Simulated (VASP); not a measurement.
# PbS (Pm-3m) in VASP: a series of runs

Aim: see how the results for PbS move with the level of theory and the settings. Levels: r2SCAN+D4, r2SCAN. Tasks: relaxation of cell and atoms, relaxation of the atoms.

Program: VASP 6.6.1. These are calculated values, not measurements. Logs are shortened: lines on timing, memory, paths and dates and some standing lists are left out, and cuts for length are marked.

**1. Starting point**

The structure is cubic, space group Pm-3m (No. 221). Conventional cell: a = 3.654 Å, b = 3.654 Å, c = 3.654 Å, α = 90.00°, β = 90.00°, γ = 90.00°. Around Pb (site symmetry m-3m) lie 8 S at 3.16 Å. Around S (site symmetry m-3m) lie 8 Pb at 3.16 Å.

Measurements of this composition are mostly on another form, of space group No. 225.

**2. Relaxation of cell and atoms, r2SCAN+D4**

Input file INCAR:

```
  PREC = Accurate
  ENCUT = 600
  EDIFF = 1E-6
  ISMEAR = 0
  SIGMA = 0.05
  LREAL = F
  LASPH = T
  NELM = 100
  ALGO = Normal
  ISIF = 3
  LWAVE = F
  LCHARG = F
  METAGGA = R2SCAN
  LMIXTAU = T
  IVDW = 13
  VDW_S6 = 1.0
  VDW_S8 = 0.6018749
  VDW_A1 = 0.51559235
  VDW_A2 = 5.77342911
  IBRION = 2
  NSW = 60
  EDIFFG = -0.02
```

Input file KPOINTS:

```
Automatic mesh
0
Gamma
  7 7 7
```

Input file POSCAR:

```
PbS
1.0
    3.6536590000      0.0000000000      0.0000000000
    0.0000000000      3.6536590000      0.0000000000
    0.0000000000      0.0000000000      3.6536590000
Pb S
1 1
Direct
    0.0000000000      0.0000000000      0.0000000000
    0.5000000000      0.5000000000      0.5000000000
```

Potentials or basis: VASP PAW PBE potentials, release 64 (Pb_d, S).

On the command line:

```sh
cat potpaw_PBE.64/Pb_d/POTCAR potpaw_PBE.64/S/POTCAR > POTCAR
mpirun -np 1 vasp_std > vasp.out
```

OUTCAR:

```text
PREC = Accurate
   ENCUT = 600
   EDIFF = 1E-6
   ISMEAR = 0
   LREAL = F
   LASPH = T
   NELM = 100
   ISIF = 3
   METAGGA = R2SCAN
   IVDW = 13
   IBRION = 2
   NSW = 60
   EDIFFG = -0.02

 ion  position               nearest neighbor table
   1  0.000  0.000  0.000-   2 3.16   2 3.16   2 3.16   2 3.16   2 3.16   2 3.16   2 3.16   2 3.16

   2  0.500  0.500  0.500-   1 3.16   1 3.16   1 3.16   1 3.16   1 3.16   1 3.16   1 3.16   1 3.16

  LATTYP: Found a simple cubic cell.
 ALAT       =     3.6536590000

  Lattice vectors:

 A1 = (   3.6536590000,   0.0000000000,   0.0000000000)
 A2 = (   0.0000000000,   3.6536590000,   0.0000000000)
 A3 = (   0.0000000000,   0.0000000000,   3.6536590000)

Analysis of symmetry for initial positions (statically):
=====================================================================
 Subroutine PRICEL returns:
 Original cell was already a primitive cell.

 Routine SETGRP: Setting up the symmetry group for a
 simple cubic supercell.

 Subroutine GETGRP returns: Found 48 space group operations
 (whereof 48 operations were pure point group operations)
 out of a pool of 48 trial point group operations.

The static configuration has the point symmetry O_h .

Analysis of symmetry for dynamics (positions and initial velocities):
=====================================================================
 Subroutine PRICEL returns:
 Original cell was already a primitive cell.

 Routine SETGRP: Setting up the symmetry group for a
 simple cubic supercell.

 Subroutine GETGRP returns: Found 48 space group operations
 (whereof 48 operations were pure point group operations)
 out of a pool of 48 trial point group operations.

The dynamic configuration has the point symmetry O_h .

 Subroutine INISYM returns: Found 48 space group operations
 (whereof 48 operations are pure point group operations),
 and found     1 'primitive' translations

----------------------------------------------------------------------------------------

                                     Primitive cell

  volume of cell :      48.7735

  direct lattice vectors                    reciprocal lattice vectors
     3.653659000  0.000000000  0.000000000     0.273698230  0.000000000  0.000000000
     0.000000000  3.653659000  0.000000000     0.000000000  0.273698230  0.000000000
     0.000000000  0.000000000  3.653659000     0.000000000  0.000000000  0.273698230

  length of vectors
     3.653659000  3.653659000  3.653659000     0.273698230  0.273698230  0.273698230

  position of ions in fractional coordinates (direct lattice)
     0.000000000  0.000000000  0.000000000
     0.500000000  0.500000000  0.500000000

  ion indices of the primitive-cell ions
[... 58 lines left out ...]
   NGX,Y,Z   is equivalent  to a cutoff of  13.65, 13.65, 13.65 a.u.
   NGXF,Y,Z  is equivalent  to a cutoff of  27.30, 27.30, 27.30 a.u.
 SYSTEM =  unknown system
   PREC   = accura    normal or accurate (medium, high low for compatibility)
   ISTART =      0    job   : 0-new  1-cont  2-samecut
   ICHARG =      2    charge: 1-file 2-atom 10-const
   ISPIN  =      1    spin polarized calculation?
   LNONCOLLINEAR =      F non collinear calculations
   LSORBIT =      F    spin-orbit coupling
   LASPH  =      T    aspherical Exc in radial PAW
   ENCUT  =  600.0 eV  44.10 Ry    6.64 a.u.   7.30  7.30  7.30*2*pi/ulx,y,z
   NELM   =    100;   NELMIN=  2; NELMDL= -5     # of ELM steps
   EDIFF  = 0.1E-05   stopping-criterion for ELM
   LREAL  =      F    real-space projection
   EDIFFG = -.2E-01   stopping-criterion for IOM
   NSW    =     60    number of steps for IOM
   IBRION =      2    ionic relax: 0-MD 1-quasi-New 2-CG
   NFREE  =      1    steps in history (QN), initial steepest desc. (CG)
   ISIF   =      3    stress and relaxation
   ISYM   =      2    0-nonsym 1-usesym 2-fastsym
   POTIM  = 0.5000    time-step for ionic-motion
   TEBEG  =    0.0;   TEEND  =   0.0 temperature during run
   PSTRESS=    0.0 pullay stress
   NELECT =      20.0000    total number of electrons
   NUPDOWN=      -1.0000    fix difference up-down
   EMIN   =  10.00;   EMAX   =-10.00  energy-range for DOS
   EFERMI =   0.00;   METHOD = LEGACY
   ISMEAR =     0;   SIGMA  =   0.05  broadening in eV -4-tet -1-fermi 0-gaus
   EFERMI_NEDOS =   21; number of points for ismear=-14 and -15
   IALGO  =     38    algorithm
   IMIX   =      4    mixing-type and parameters
     AMIX     =   0.40;   BMIX     =  1.00
     AMIX_MAG =   1.60;   BMIX_MAG =  1.00
  volume/ion in A,a.u.               =      24.39       164.57
  Fermi-wavevector in a.u.,A,eV,Ry     =   1.216252  2.298383 20.126668  1.479268
  Thomas-Fermi vector in A             =   2.351612
   LORBIT       =      0    0 simple, 1 ext, 2 COOP (PROOUT), +10 PAW based schemes
   METAGGA = R2SCAN    functional components
   LHFCALC =     F    Hartree Fock is set to
   AEXX    =    0.0000 exact exchange contribution
   IVDW    =    13    specifies the selected vdW correction
   LEPSILON=     F    determine dielectric tensor
   LRPA    =     F    only Hartree local field effects (RPA)
 conjugate gradient relaxation of ions
 non-spin polarized calculation
 Gauss-broadening in eV      SIGMA  =   0.05
  energy-cutoff  :      600.00
  volume of cell :       48.77
 maximum number of plane-waves:      1647
 NGX is ok and might be reduce to    30
   NGX = 15   NGY = 15   NGZ = 15

--------------------------------------- Ionic step        1  -------------------------------------------

 number of electron      19.9999998 magnetization

 Free energy of the ion-electron system (eV)
  ---------------------------------------------------
  ext. energy  EPLUGINS =         0.00000000
  ---------------------------------------------------
  free energy    TOTEN  =       -65.07936580 eV

  energy without entropy =      -65.07936574  energy(sigma->0) =      -65.07936577

------------------------ aborting loop because EDIFF is reached ----------------------------------------

  DFT-D4 for vdW energy calculation

  Edisp (eV):   -0.27810
[... 71 lines left out ...]
--------------------------------------- Ionic step        3  -------------------------------------------

 number of electron      20.0000003 magnetization

 Free energy of the ion-electron system (eV)
  ---------------------------------------------------
  ext. energy  EPLUGINS =         0.00000000
  ---------------------------------------------------
  free energy    TOTEN  =       -65.07894377 eV

  energy without entropy =      -65.07893975  energy(sigma->0) =      -65.07894176

 E-fermi :   6.2529     XC(G=0): -10.8218

 val. band max:        6.1203246098   @ k =   0.2857   0.1429   0.1429
 cond. band min:       6.3803915282   @ k =   0.4286   0.4286   0.4286
 fundamental gap:      0.2600669183
 Fermi energy:         6.2528739470

 k-point     1 :       0.0000    0.0000    0.0000
  band No.  band energies     occupation
      1     -11.3462      2.00000
      2     -11.3462      2.00000
      3     -11.1173      2.00000
      4     -11.1173      2.00000
      5     -11.1173      2.00000
      6      -7.5714      2.00000
      7      -0.5368      2.00000
      8       4.5272      2.00000
      9       4.5272      2.00000
     10       4.5272      2.00000
     11      12.2221      0.00000
     12      12.2221      0.00000
     13      13.3445      0.00000
     14      13.3445      0.00000
[... 354 lines left out ...]
  FREE ENERGIE OF THE ION-ELECTRON SYSTEM (eV)
  ---------------------------------------------------
  free  energy   TOTEN  =       -65.3625242268 eV

  energy  without entropy=      -65.3625202062  energy(sigma->0) =      -65.36252222

 reached required accuracy - stopping structural energy minimisation
```

OSZICAR:

```text
N       E                     dE             d eps       ncg     rms          rms(c)
DAV:   1     0.107357455186E+03    0.10736E+03   -0.10953E+04   560   0.177E+03
DAV:   2    -0.554185413430E+02   -0.16278E+03   -0.15981E+03   572   0.384E+02
DAV:   3    -0.699204078893E+02   -0.14502E+02   -0.13986E+02   752   0.114E+02
[... 34 lines left out ...]
DAV:   6    -0.650789153706E+02   -0.17108E-03   -0.33545E-04   560   0.212E-01    0.637E-03
DAV:   7    -0.650789384446E+02   -0.23074E-04   -0.36689E-05   560   0.611E-02    0.266E-03
DAV:   8    -0.650789420126E+02   -0.35680E-05   -0.74390E-06   560   0.280E-02    0.181E-03
DAV:   9    -0.650789431915E+02   -0.11789E-05   -0.58498E-07   388   0.768E-03    0.943E-04
DAV:  10    -0.650789437673E+02   -0.57581E-06   -0.49758E-07   292   0.762E-03
   3 F= -.65362524E+02 E0= -.65362522E+02  d E =-.505369E-02
```

Wall time 1.9 min (1 thread of AMD EPYC 9R45 (Zen 5), shared host); peak memory 0.16 GiB.

Results:

```yaml
Free_energy: -65.3625 eV
Relaxed_volume: 23.83 Å³/atom
Relaxed_cell: a = 3.626 Å, b = 3.626 Å, c = 3.626 Å, α = 90.00°, β = 90.00°, γ = 90.00°
Space_group_after_relaxing_to_0.05_Å: Pm-3m (No. 221)
Energy_gained_by_relaxing: 2.5 meV/atom
Ionic_steps: 3
Pressure_after_relaxing: 0.0 GPa
Band_gap_on_the_k_mesh: 0.26 eV, indirect (least direct gap 1.67 eV)
Dispersion_energy_per_atom: -0.142 eV
```

The path:
| step | energy change (eV) | largest force (eV/Å) | pressure (GPa) | volume (Å³) |
| --- | --- | --- | --- | --- |
| 1 | 0.0000 | 0.0000 | -1.44 | 48.77 |
| 2 | -0.0043 | 0.0000 | 0.63 | 47.24 |
| 3 | -0.0051 | 0.0000 | 0.00 | 47.67 |

Final structure:
```xyz
2
Lattice="3.6259 0.0000 0.0000 0.0000 3.6259 0.0000 0.0000 0.0000 3.6259" Properties=species:S:1:pos:R:3 pbc="T T T"
Pb    0.0000    0.0000    0.0000
S     1.8129    1.8129    1.8129
```

Caveat: the PAW data sets were made with another functional, which shifts forces and pressure a little; spin-orbit coupling is left out, which as a rule narrows the gap of such compounds by several tenths of an eV; an odd mesh through Γ misses points on the zone boundary, where band edges often lie.

[end of part 1 of 2]
